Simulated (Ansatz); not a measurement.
HgSe, DFT, PBEsol, all-electron PAW with datasets made for the crystal, scalar-relativistic (Ansatz 0.2.0), run on 1 thread of AMD EPYC 7R43 64-Core Processor (Zen 3) on a shared host.

The cell is the one relaxed in the Materials Project (mp-820), not relaxed further here; entries there can be hypothetical. The listed cell was then made from it by scaling, straining or moving an atom.

Command: `ansatz run input.yaml --threads 1 --pin off --max-ram 2048MiB --backend cpu --events-out ev --progress --plain --runs-dir out`

```yaml
crystal:
  lattice:
    - [0.0, 3.1470944774, 3.1470944774]
    - [3.1470944774, 0.0, 3.1470944774]
    - [3.1470944774, 3.1470944774, 0.0]
  atoms:
    - { symbol: Hg, position: [0.0, 0.0, 0.0] }
    - { symbol: Se, position: [0.25, 0.25, 0.25] }
kpoints:
  mp_grid: { grid: [10, 10, 10] }
scf:
  occupations: { method: fermi_dirac, width: 0.05 }
hamiltonian:
  xc: pbesol
  pseudopotentials: { kind: all_electron, datasets: crystal }
output:
  forces: true
  stress: true
  eigenvalues: true
  efg: { contact_densities: true }
```

(1) How large is the problem that the program sets up?

(2) About how long does it take, and how much memory does it use?

(3) And the same cell and mesh by all-electron LAPW, asked for forces, stress, eigenvalues, on the same hardware?

(4) And the same cell and mesh by PAW with the default files, asked for forces, stress, eigenvalues, efg, write_density, write_potential, elf, on the same hardware?

Answers

(1) 47 irreducible k-points, 531 plane waves at Γ, 13 bands.

(2) 7.8 s of wall time for 8 SCF iterations, with a peak of 0.56 GiB. Times on shared machines scatter by tens of per cent.

(3) 38 s, peak memory 0.46 GiB.

(4) 6.7 s, peak memory 0.48 GiB.
